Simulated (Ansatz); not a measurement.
Runs of Ansatz 0.2.0 on HfN. Symmetry: F-43m, No. 216, cubic system. Conventional cell: a = 4.910 Å, b = 4.910 Å, c = 4.910 Å, α = 90.00°, β = 90.00°, γ = 90.00°. Hf (site symmetry -43m) is surrounded by 4 N at 2.13 Å. N (site symmetry -43m) is surrounded by 4 Hf at 2.13 Å. The cell comes from a database or a generator and needn't be the stable form of this composition.

```tsv
task	level	points for each segment of the path	gap on the mesh (eV)	V0 of scaled cells (Å³/atom)	B0 (GPa)
equation of state	HSE06	-	-	14.64	(a)
equation of state	PBE0	-	-	14.64	207
single point	PBE0	-	none	-	-
band structure	HSE06	4	none	-	-
```

Alike in all rows: potentials or basis Ansatz PAW; no spin polarisation; cell as given; k mesh 6 × 6 × 6; cutoff (eV) 420; smearing fermi-dirac 0.05 eV; the mesh is coarse, so values aren't converged.

Question: Fill in the values left out.

Answer: (a) 206.

Caveats: all runs use coarse meshes; the PAW data sets come from PBE, with cores solved anew for the run's functional, which leaves a small shift of forces and pressure.

A k mesh can miss the band edges, and the runs leave out spin-orbit coupling on Hf.

A gap of «none» marks a metal or a gap under the smearing width.

Not every run made on this cell is shown here.
